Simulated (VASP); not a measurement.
C: single point with optB88-vdW

Crystal: C.

```
C
1.0
     2.46100    0.00000    0.00000
    -1.23050    2.13129    0.00000
     0.00000    0.00000    6.43968
C
4
Direct
  0.00000 0.00000 0.25000
  0.33333 0.66667 0.25000
  0.00000 0.00000 0.75000
  0.66667 0.33333 0.75000
```

The cell was built by a generator and needn't be a form met in nature.

```json
{"Program": "VASP 6.6.1", "Task": "single point", "Functional": "optB88-vdW", "Potentials or basis": "VASP PAW PBE potentials, release 64 (C)", "Cutoff": "520 eV", "k mesh": "16 × 16 × 4", "Occupations": "fermi-dirac, width 0.05 eV", "Spin": "no spin polarisation"}
```

| Item | Value |
| --- | --- |
| Pressure | 2.4 GPa |
| Band gap on the k mesh | 0.41 eV, direct |

Stress tensor (GPa, compression positive):
```
2.54 0.00 0.00
0.00 2.54 0.00
0.00 0.00 1.98
```

Levels at points of the mesh, in eV from the valence-band top:
```csv
k point,band 4,band 5,band 6,band 7,band 8,band 9,band 10,band 11,band 12,band 13
"(0.00, 0.00, 0.00)",-6.13,-2.95,-2.95,-2.93,-2.93,4.64,8.55,8.55,8.63,8.63
"(0.50, 0.00, 0.00)",-12.96,-6.32,-6.24,-2.74,-1.89,1.70,2.48,7.45,7.99,11.49
"(0.00, 0.00, 0.50)",-7.49,-2.94,-2.94,-2.94,-2.94,7.64,7.64,8.59,8.59,8.59
"(0.50, 0.00, 0.50)",-13.03,-6.28,-6.28,-2.21,-2.21,1.80,1.80,7.71,7.71,12.90
```

Wall time 64 s on 1 thread of Intel(R) Xeon(R) Platinum 8259CL CPU @ 2.50GHz (Skylake/Cascade Lake), on a shared host, peak memory 0.29 GiB.

Caveat: the PAW data sets were made with another functional, which shifts forces and pressure a little. A k mesh can miss the band edges.
